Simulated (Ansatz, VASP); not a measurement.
# One calculation of Zr, two programs

```
Zr
1.0
     0.00000    2.25500    2.25500
     2.25500    0.00000    2.25500
     2.25500    2.25500    0.00000
Zr
1
Direct
  0.00000 0.00000 0.00000
```

This isn't the form of Zr at room conditions, which is hcp.

Alike in both runs: task single point; functional PBE; k mesh 13 × 13 × 13; occupations fermi-dirac, width 0.05 eV; no spin polarisation.

```csv
,VASP,Ansatz
version,VASP 6.6.1,Ansatz 0.2.0
potentials or method,"VASP PAW PBE potentials, release 64 (Zr_sv), cutoff 520 eV","all-electron LAPW, scalar-relativistic"
```

```tsv
	VASP	Ansatz	Ansatz less VASP
gap on the k mesh at the Fermi level (eV)	none	none	-
pressure (GPa)	1.2	1.2	0.00
```

A gap of «none» marks a metal or a gap that the smearing closes. Ansatz ran all-electron here, so the differences hold the error of VASP's frozen core and of both bases.
